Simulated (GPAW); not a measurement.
## ZnS (Wurtzite-6H): single point with PBE

**The experiment to reproduce.**

A printed reference work, monograph reports, for a bulk crystal of ZnS at 4 K: band gap 3.911 eV (direct).

ZnS (Wurtzite-6H):

```
CELL_PARAMETERS angstrom
3.81200 0.00000 0.00000
-1.90600 3.30129 0.00000
0.00000 0.00000 18.68999
ATOMIC_POSITIONS crystal
Zn 0.33333 0.66667 0.83333
Zn 0.66667 0.33333 0.33333
Zn 0.66667 0.33333 0.66667
Zn 0.33333 0.66667 0.16667
Zn 0.00000 0.00000 0.50000
Zn 0.00000 0.00000 0.00000
S 0.33333 0.66667 0.95833
S 0.66667 0.33333 0.45833
S 0.66667 0.33333 0.79167
S 0.33333 0.66667 0.29167
S 0.00000 0.00000 0.62500
S 0.00000 0.00000 0.12500
```

| Item | Value |
| --- | --- |
| Program | GPAW 26.7.0 |
| Task | single point |
| Functional | PBE |
| Potentials or basis | GPAW PAW data sets (gpaw-data 1.2.1) |
| Cutoff | 450 eV |
| Basis | pw |
| k mesh | 6 × 6 × 1 |
| Occupations | fermi-dirac, width 0.05 eV |
| Spin | no spin polarisation |

| Quantity | Value |
| --- | --- |
| Pressure | 1.7 GPa |
| Largest force | 0.031 eV/Å |
| Band gap on the k mesh | 2.16 eV, direct |

Forces on the atoms (eV/Å):
```
Zn   0.000  0.000  0.004
Zn   0.000  0.000  0.004
Zn   0.000  0.000  0.014
Zn   0.000  0.000  0.014
Zn   0.000  0.000 -0.002
Zn   0.000  0.000 -0.002
S    0.000  0.000 -0.031
S    0.000  0.000 -0.031
S    0.000  0.000 -0.008
S    0.000  0.000 -0.008
S    0.000  0.000  0.023
S    0.000  0.000  0.023
```

Levels at points of the mesh, in eV from the valence-band top:
| k point | band 51 | band 52 | band 53 | band 54 | band 55 | band 56 | band 57 | band 58 |
| --- | --- | --- | --- | --- | --- | --- | --- | --- |
| (0.00, 0.00, 0.00) | -0.24 | -0.02 | 0.00 | 0.00 | 2.16 | 3.21 | 3.26 | 3.33 |
| (0.50, 0.50, 0.00) | -1.27 | -1.26 | -1.09 | -0.88 | 3.43 | 3.56 | 3.60 | 3.87 |

Wall time 78 s on 1 thread of Arm Neoverse V2, on a shared host, peak memory 0.28 GiB.

Measured gap of ZnS: 3.911 eV (direct; 4 K; a printed reference work, monograph). This calculation gives 2.16 eV (-1.75 eV). The value is that of PBE, without temperature or zero-point motion. Semilocal functionals fall short of measured gaps as a rule.

Caveat: the cutoff is short for stress and forces, so pressures can be off by a GPa or more; the cell's inner coordinates are idealised or old, which leaves forces on the atoms.
